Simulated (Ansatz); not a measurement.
**MgO: energy along a strain**

MgO, Fm-3m, a = 4.204 Å. Ansatz: r2SCAN, PAW, 500 eV, Γ-centred 10×10×10 mesh on 2 atoms, Gaussian smearing 0.05 eV; no spin polarisation. Cell vectors (Å): 0.000 2.102 2.102; 2.102 0.000 2.102; 2.102 2.102 0.000. The cell is strained by x per cent times the pattern (0 0 1 0 0 0) in the order xx yy zz yz xz xy (engineering shears), with fractional coordinates held. y is the free energy over the start, V0 = 9.289 Å³/atom.

```tsv
x (%)	y (meV/atom)
-6.00	?
-4.50	22.14
-3.00	9.25
-1.50	2.18
0.00	0.00
1.50	1.88
3.00	7.14
4.50	15.16
5.25	20.05
6.00	25.44
```

Fit y = c2 x² + c3 x³ to the other rows, get the stiffness along the pattern, and predict the missing energy.

Least squares on the rows shown. y = 0.92338 x² − 0.036888 x³. The clamped-ion stiffness p·C·p = 2 × 9.234 eV × 160.2 / 9.289 Å³ = 318 GPa, which is C33 in these axes (C11 of the cubic crystal). At x = -6.00 the fit asked for gives 41.21 meV/atom. The run gave 41.94 meV/atom, so the fit is 0.73 meV/atom too low, 1.7 % of the span of the series, against an rms of 0.12 meV/atom on the fitted rows. The row lies outside the fitted range. With a term in x⁴ added, a fit to the same known rows predicts 42.00 meV/atom, so most of the miss is curvature that the known rows already hold.

Cost: 10 runs of about 0.58 core-minutes in all, on Arm Neoverse V1 (shared hosts).